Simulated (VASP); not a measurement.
# Cu (I4/mmm) in VASP: notebook

Aim: see how the results for Cu move with the level of theory and the settings. Levels: B3LYP, PW91, SCAN+D3, r2SCAN. Tasks: band structure, equation of state, phonons.

Everything below comes from runs of VASP 6.6.1. Logs are shortened: lines on timing, memory, paths and dates and some standing lists are left out, and cuts for length are marked.

### 1 The crystal as given

The structure is tetragonal, space group I4/mmm (No. 139). Conventional cell: a = 2.886 Å, b = 2.886 Å, c = 2.752 Å, α = 90.00°, β = 90.00°, γ = 90.00°. Cu (site symmetry 4/mmm) is surrounded by 10 Cu at 2.46 to 2.75 Å.

This isn't the form of Cu at room conditions, which is fcc.

### 2 Band structure, B3LYP

Contents of POSCAR:

```
Cu
2.4611
   -0.586239210109      0.586239210109      0.559132684572
    0.586239210109     -0.586239210109      0.559132684572
    0.586239210109      0.586239210109     -0.559132684572
Cu
1
Direct
    0.0000000000      0.0000000000      0.0000000000
```

Contents of INCAR.step1:

```
ALGO = Normal
EDIFF = 1E-5
ENCUT = 520
GGA = PE
ISIF = 2
ISMEAR = 1
LASPH = True
LCHARG = False
LMAXMIX = 4
LREAL = False
LWAVE = True
NBANDS = 12
NELM = 60
PREC = Accurate
SIGMA = 0.2
```

Contents of INCAR.step2:

```
AEXX = 0.2
AGGAC = 0.81
AGGAX = 0.72
ALDAC = 0.19
ALGO = Normal
EDIFF = 1E-6
ENCUT = 520
GGA = B3
HFRCUT = -1
ISIF = 2
ISMEAR = 1
ISTART = 1
LASPH = True
LCHARG = False
LHFCALC = True
LMAXMIX = 4
LREAL = False
LWAVE = False
NBANDS = 12
NELM = 60
PREC = Accurate
PRECFOCK = Fast
SIGMA = 0.2
```

Contents of KPOINTS:

```
k-points
0
Gamma
  7 7 7
```

Contents of KPOINTS_OPT:

```
path GXMGZPNZ1M,XP
10
line-mode
reciprocal
 0.0000000000  0.0000000000  0.0000000000  G
 0.0000000000  0.0000000000  0.5000000000  X

 0.0000000000  0.0000000000  0.5000000000  X
-0.5000000000  0.5000000000  0.5000000000  M

-0.5000000000  0.5000000000  0.5000000000  M
 0.0000000000  0.0000000000  0.0000000000  G

 0.0000000000  0.0000000000  0.0000000000  G
 0.4774154906  0.4774154906 -0.4774154906  Z

 0.4774154906  0.4774154906 -0.4774154906  Z
 0.2500000000  0.2500000000  0.2500000000  P

 0.2500000000  0.2500000000  0.2500000000  P
 0.0000000000  0.5000000000  0.0000000000  N

 0.0000000000  0.5000000000  0.0000000000  N
-0.4774154906  0.5225845094  0.4774154906  Z1

-0.4774154906  0.5225845094  0.4774154906  Z1
-0.5000000000  0.5000000000  0.5000000000  M

 0.0000000000  0.0000000000  0.5000000000  X
 0.2500000000  0.2500000000  0.2500000000  P
```

Potentials or basis: VASP PAW PBE potentials, release 64 (Cu).

Launch:

```sh
$ cat potpaw_PBE.64/Cu/POTCAR > POTCAR
$ cp INCAR.step1 INCAR
$ mpirun -np 1 vasp_std > vasp.out
$ cp INCAR.step2 INCAR
$ mpirun -np 1 vasp_std > vasp.out
```

OUTCAR:

```text
AEXX = 0.2
   EDIFF = 1E-6
   ENCUT = 520
   GGA = B3
   ISIF = 2
   ISMEAR = 1
   ISTART = 1
   LASPH = True
   LHFCALC = True
   LREAL = False
   NELM = 60
   PREC = Accurate
   PRECFOCK = Fast

 ion  position               nearest neighbor table
   1  0.000  0.000  0.000-

  LATTYP: Found a body centered tetragonal cell.
 ALAT       =     2.8855866400
 C/A-ratio  =     0.9537620052

  Lattice vectors:

 A1 = (  -1.4427933200,   1.4427933200,   1.3760814500)
 A2 = (   1.4427933200,  -1.4427933200,   1.3760814500)
 A3 = (   1.4427933200,   1.4427933200,  -1.3760814500)

Analysis of symmetry for initial positions (statically):
=====================================================================
 Subroutine PRICEL returns:
 Original cell was already a primitive cell.

 Routine SETGRP: Setting up the symmetry group for a
 body centered tetragonal supercell.

 Subroutine GETGRP returns: Found 16 space group operations
 (whereof 16 operations were pure point group operations)
 out of a pool of 16 trial point group operations.

The static configuration has the point symmetry D_4h.

Analysis of symmetry for dynamics (positions and initial velocities):
=====================================================================
 Subroutine PRICEL returns:
 Original cell was already a primitive cell.

 Routine SETGRP: Setting up the symmetry group for a
 body centered tetragonal supercell.

 Subroutine GETGRP returns: Found 16 space group operations
 (whereof 16 operations were pure point group operations)
 out of a pool of 16 trial point group operations.

The dynamic configuration has the point symmetry D_4h.

 Subroutine INISYM returns: Found 16 space group operations
 (whereof 16 operations are pure point group operations),
 and found     1 'primitive' translations

----------------------------------------------------------------------------------------

                                     Primitive cell

  volume of cell :      11.4581

  direct lattice vectors                    reciprocal lattice vectors
    -1.442793320  1.442793320  1.376081450     0.000000000  0.346549983  0.363350585
     1.442793320 -1.442793320  1.376081450     0.346549983  0.000000000  0.363350585
     1.442793320  1.442793320 -1.376081450     0.346549983  0.346549983  0.000000000

  length of vectors
     2.461078074  2.461078074  2.461078074     0.502116060  0.502116060  0.490095685

  position of ions in fractional coordinates (direct lattice)
     0.000000000  0.000000000  0.000000000

  ion indices of the primitive-cell ions
   primitive index   ion index
                 1           1

----------------------------------------------------------------------------------------

 KPOINTS: k-points

Automatic generation of k-mesh.
 Grid dimensions read from file:
 generate k-points for:    7    7    7

 Generating k-lattice:

  Cartesian coordinates                     Fractional coordinates (reciprocal lattice)
     0.000000000  0.049507140  0.051907226     0.142857143  0.000000000 -0.000000000
     0.049507140  0.000000000  0.051907226     0.000000000  0.142857143 -0.000000000
     0.049507140  0.049507140  0.000000000     0.000000000  0.000000000  0.142857143

  Length of vectors
     0.071730866  0.071730866  0.070013669

  Shift w.r.t. Gamma in fractional coordinates (k-lattice)
     0.000000000  0.000000000  0.000000000

 Subroutine IBZKPT returns following result:
 ===========================================

 Found     40 irreducible k-points:

 Following reciprocal coordinates:
            Coordinates               Weight
  0.000000  0.000000  0.000000      1.000000
  0.142857  0.000000 -0.000000      8.000000
  0.285714 -0.000000  0.000000      8.000000
  0.428571  0.000000  0.000000      8.000000
  0.142857  0.142857  0.000000      8.000000
  0.285714  0.142857 -0.000000     16.000000
[... 16 lines left out ...]
 -0.142857  0.285714  0.142857      8.000000
 -0.428571  0.428571  0.142857      8.000000
 [... further k-points ...]
   k-points           NKPTS =     40   k-points in BZ     NKDIM =    343   number of bands    NBANDS=     12
   number of dos      NEDOS =    301   number of ions     NIONS =      1
   total plane-waves  NPLWV =   5832
   dimension x,y,z NGX =    18 NGY =   18 NGZ =   18
   dimension x,y,z NGXF=    36 NGYF=   36 NGZF=   36
   ions per type =               1
   NGX,Y,Z   is equivalent  to a cutoff of  12.16, 12.16, 12.16 a.u.
   NGXF,Y,Z  is equivalent  to a cutoff of  24.32, 24.32, 24.32 a.u.
 SYSTEM =  unknown system
   PREC   = accura    normal or accurate (medium, high low for compatibility)
   ISTART =      1    job   : 0-new  1-cont  2-samecut
   ICHARG =      0    charge: 1-file 2-atom 10-const
   ISPIN  =      1    spin polarized calculation?
   LNONCOLLINEAR =      F non collinear calculations
   LSORBIT =      F    spin-orbit coupling
   LASPH  =      T    aspherical Exc in radial PAW
   ENCUT  =  520.0 eV  38.22 Ry    6.18 a.u.   4.58  4.58  4.58*2*pi/ulx,y,z
   NELM   =     60;   NELMIN=  2; NELMDL=  0     # of ELM steps
   EDIFF  = 0.1E-05   stopping-criterion for ELM
   LREAL  =      F    real-space projection
   EDIFFG = 0.1E-04   stopping-criterion for IOM
   NSW    =      0    number of steps for IOM
   IBRION =     -1    ionic relax: 0-MD 1-quasi-New 2-CG
   NFREE  =      0    steps in history (QN), initial steepest desc. (CG)
   ISIF   =      2    stress and relaxation
   ISYM   =      3    0-nonsym 1-usesym 2-fastsym
   POTIM  = 0.5000    time-step for ionic-motion
   TEBEG  =    0.0;   TEEND  =   0.0 temperature during run
   PSTRESS=    0.0 pullay stress
   NELECT =      11.0000    total number of electrons
   NUPDOWN=      -1.0000    fix difference up-down
   EMIN   =  10.00;   EMAX   =-10.00  energy-range for DOS
   EFERMI =   0.00;   METHOD = LEGACY
   ISMEAR =     1;   SIGMA  =   0.20  broadening in eV -4-tet -1-fermi 0-gaus
   EFERMI_NEDOS =   21; number of points for ismear=-14 and -15
   IALGO  =     38    algorithm
   IMIX   =      1    mixing-type and parameters
     AMIX     =   0.40;   BMIX     =  1.00
     AMIX_MAG =   1.60;   BMIX_MAG =  1.00
  volume/ion in A,a.u.               =      11.46        77.32
  Fermi-wavevector in a.u.,A,eV,Ry     =   1.614984  3.051878 35.486359  2.608174
  Thomas-Fermi vector in A             =   2.709805
   LORBIT       =      0    0 simple, 1 ext, 2 COOP (PROOUT), +10 PAW based schemes
   GGA     = B3    functional components
   LHFCALC =     T    Hartree Fock is set to
   PRECFOCK=fast      Normal, Fast or Accurate (Low or Medium for compatibility)
   ENCUT4O =  -1.0   cutoff for four orbital integrals eV
   NKREDX  =     1    reduce k-point grid by
   NKREDY  =     1    reduce k-point grid by
   NKREDZ  =     1    reduce k-point grid by
   AEXX    =    0.2000 exact exchange contribution
   HFSCREEN=    0.0000 screening length (either q_TF or 0.3 A-1)
   HFSCREENC=   0.0000 screening length for correlation (either q_TF or 0.3 A-1)
   ENCUTFOCK=  -1.0 apply spherical cutoff to Coloumb kernel
   IVDW    =     0    specifies the selected vdW correction
   LEPSILON=     F    determine dielectric tensor
   LRPA    =     F    only Hartree local field effects (RPA)
 non-spin polarized calculation
 Methfessel and Paxton  Order N= 1 SIGMA  =   0.20
  energy-cutoff  :      520.00
  volume of cell :       11.46
 maximum number of plane-waves:       325
  NGX = 12; NGY = 12; NGZ = 12

 number of electron      10.9999998 magnetization

 Free energy of the ion-electron system (eV)
  ---------------------------------------------------
  ext. energy  EPLUGINS =         0.00000000
  ---------------------------------------------------
  free energy    TOTEN  =        -3.14152731 eV

  energy without entropy =       -3.14097483  energy(sigma->0) =       -3.14134315

 E-fermi :   7.9257     XC(G=0): -10.2710

 val. band max:        7.5200671138   @ k =  -0.2857   0.4286   0.1429
 cond. band min:       7.9724800491   @ k =  -0.4286   0.4286   0.1429
 fundamental gap:      0.4524129352
 Fermi energy:         7.9257259181

 k-point     1 :       0.0000    0.0000    0.0000
  band No.  band energies     occupation
      1      -2.5193      2.00000
      2       3.1621      2.00000
      3       3.3459      2.00000
      4       3.3459      2.00000
      5       4.2332      2.00000
      6       4.4353      2.00000
      7      34.5247      0.00000
      8      34.5247      0.00000
      9      35.7894      0.00000
     10      38.5950      0.00000
     11      38.5950      0.00000
     12      38.7746      0.00000

 k-point     2 :       0.1429    0.0000   -0.0000
  band No.  band energies     occupation
      1      -1.7365      2.00000
      2       3.0812      2.00000
      3       3.3130      2.00000
      4       3.5875      2.00000
      5       4.2361      2.00000
      6       4.3593      2.00000
      7      29.6145      0.00000
      8      32.4739      0.00000
      9      33.0129      0.00000
     10      34.3002      0.00000
     11      35.9274      0.00000
     12      38.0821      0.00000

 k-point     3 :       0.2857   -0.0000    0.0000
  band No.  band energies     occupation
      1       0.4417      2.00000
      2       2.7311      2.00000
      3       3.5217      2.00000
      4       4.2673      2.00000
      5       4.4332      2.00000
      6       4.4356      2.00000
      7      21.7763      0.00000
      8      29.0400      0.00000
      9      29.6674      0.00000
     10      32.0262      0.00000
     11      34.6128      0.00000
     12      40.7613      0.00000

 k-point     4 :       0.4286    0.0000    0.0000
  band No.  band energies     occupation
      1       1.3244      2.00000
      2       2.4534      2.00000
      3       4.3316      2.00000
      4       4.6045      2.00000
      5       5.2222      2.00000
      6       6.4135      2.00000
      7      15.1538      0.00000
      8      27.1016      0.00000
      9      27.2641      0.00000
     10      31.2739      0.00000
     11      34.2620      0.00000
     12      43.7012      0.00000

 k-point     5 :       0.1429    0.1429    0.0000
  band No.  band energies     occupation
      1      -0.0787      2.00000
      2       2.9382      2.00000
      3       3.0449      2.00000
      4       4.1659      2.00000
      5       4.3393      2.00000
      6       4.5126      2.00000
      7      25.5950      0.00000
      8      26.2069      0.00000
      9      29.8631      0.00000
     10      34.6177      0.00000
     11      36.9088      0.00000
     12      38.6774      0.00000
[... 228 lines left out ...]
      1       2.2100      2.00000
      2       2.5452      2.00000
      3       3.2086      2.00000
      4       4.4093      2.00000
      5       4.4600      2.00000
      6       9.9124     -0.00000
      7      15.7068      0.00000
      8      21.3904      0.00000
      9      21.5757      0.00000
     10      41.3098      0.00000
     11      43.6113      0.00000
     12      45.2455      0.00000

 k-point    22 :      -0.2857    0.2857    0.1429
  band No.  band energies     occupation
      1       0.9329      2.00000
      2       3.1619      2.00000
      3       3.2490      2.00000
      4       3.8005      2.00000
      5       4.3969      2.00000
      6       4.9772      2.00000
      7      21.4702      0.00000
      8      27.3779      0.00000
      9      28.5801      0.00000
     10      31.4841      0.00000
     11      37.7898      0.00000
     12      39.2318      0.00000

 k-point    23 :      -0.1429    0.2857    0.1429
  band No.  band energies     occupation
      1       0.9785      2.00000
      2       3.0921      2.00000
      3       3.1582      2.00000
      4       3.9687      2.00000
      5       4.3918      2.00000
      6       5.0064      2.00000
      7      22.7869      0.00000
      8      25.6638      0.00000
      9      27.1133      0.00000
     10      33.4077      0.00000
     11      37.1562      0.00000
     12      39.2363      0.00000

 k-point    24 :      -0.4286    0.4286    0.1429
  band No.  band energies     occupation
      1       1.7111      2.00000
      2       3.0619      2.00000
      3       3.2990      2.00000
      4       4.0160      2.00000
      5       5.1398      2.00000
      6       7.9725      0.61607
      7      14.9937      0.00000
      8      25.4127      0.00000
      9      27.3064      0.00000
     10      34.5707      0.00000
     11      36.5916      0.00000
     12      38.1230      0.00000

 [... further k-points ...]
[... 5 lines left out ...]
  --------------------------------------------------------------------------------------
  -------------------------------------------------------------------------------------
  Total        1.1605448      1.1605448      0.7484832      0.0000000      0.0000000      0.0000000
  in kB      162.2781757    162.2781757    104.6598884      0.0000000      0.0000000      0.0000000
  external PRESSURE =     143.0720799 kB  Pullay stress =       0.0000000 kB

 VOLUME and BASIS-vectors are now :
 -----------------------------------------------------------------------------
  energy-cutoff  :      520.00
  volume of cell :       11.46
      direct lattice vectors                 reciprocal lattice vectors
    -1.442793320  1.442793320  1.376081450     0.000000000  0.346549983  0.363350585
     1.442793320 -1.442793320  1.376081450     0.346549983  0.000000000  0.363350585
     1.442793320  1.442793320 -1.376081450     0.346549983  0.346549983  0.000000000

 POSITION                                       TOTAL-FORCE (eV/Angst)
 -----------------------------------------------------------------------------------
      0.00000      0.00000      0.00000         0.000000     -0.000000      0.000000
 -----------------------------------------------------------------------------------
    total drift:                                0.000000      0.000000      0.000000

  FREE ENERGIE OF THE ION-ELECTRON SYSTEM (eV)
  ---------------------------------------------------
  free  energy   TOTEN  =        -3.1415273118 eV

  energy  without entropy=       -3.1409748326  energy(sigma->0) =       -3.14134315
```

Wall time 20 min (1 thread of Intel Xeon 6975P-C (Granite Rapids), shared host); peak memory 0.14 GiB.

What came out:

| Item | Value |
| --- | --- |
| Free energy | -3.1415 eV |
| Pressure | 14.3 GPa |
| Band gap along the path | none (metal or under the smearing width) |

Levels at the corners of the path, in eV from the Fermi level:
| point | band 2 | band 3 | band 4 | band 5 | band 6 | band 7 | band 8 | band 9 |
| --- | --- | --- | --- | --- | --- | --- | --- | --- |
| Γ | -4.76 | -4.58 | -4.58 | -3.69 | -3.49 | 26.60 | 26.60 | 27.86 |
| X | -5.27 | -3.73 | -3.47 | -2.60 | -0.69 | 5.10 | 20.21 | 20.46 |
| X | -5.27 | -3.73 | -3.47 | -2.60 | -0.69 | 5.10 | 20.21 | 20.46 |
| M | -6.30 | -2.85 | -2.85 | -2.76 | 8.97 | 8.97 | 10.90 | 14.98 |
| M | -6.30 | -2.85 | -2.85 | -2.76 | 8.97 | 8.97 | 10.90 | 14.98 |
| Γ | -4.76 | -4.58 | -4.58 | -3.69 | -3.49 | 26.60 | 26.60 | 27.86 |
| Γ | -4.76 | -4.58 | -4.58 | -3.69 | -3.49 | 26.60 | 26.60 | 27.86 |
| Z | -6.28 | -2.88 | -2.88 | -2.77 | 9.04 | 9.04 | 10.48 | 15.01 |
| Z | -6.28 | -2.88 | -2.88 | -2.77 | 9.04 | 9.04 | 10.48 | 15.01 |
| P | -5.31 | -5.19 | -3.47 | -3.33 | 7.57 | 7.93 | 7.93 | 9.20 |
| P | -5.31 | -5.19 | -3.47 | -3.33 | 7.57 | 7.93 | 7.93 | 9.20 |
| N | -5.51 | -3.58 | -3.29 | -2.56 | -0.25 | 5.69 | 18.92 | 19.01 |
| N | -5.51 | -3.58 | -3.29 | -2.56 | -0.25 | 5.69 | 18.92 | 19.01 |
| Z1 | -6.28 | -2.88 | -2.88 | -2.77 | 9.04 | 9.04 | 10.48 | 15.01 |
| Z1 | -6.28 | -2.88 | -2.88 | -2.77 | 9.04 | 9.04 | 10.48 | 15.01 |
| M | -6.30 | -2.85 | -2.85 | -2.76 | 8.97 | 8.97 | 10.90 | 14.98 |
| X | -5.27 | -3.73 | -3.47 | -2.60 | -0.69 | 5.10 | 20.21 | 20.46 |
| P | -5.31 | -5.19 | -3.47 | -3.33 | 7.57 | 7.93 | 7.93 | 9.20 |

Caveat: the k mesh is coarse (spacing up to 0.45 Å⁻¹), so the values aren't converged, least of all with exact exchange; the PAW data sets were made with another functional, which shifts forces and pressure a little.

[end of part 1 of 3]
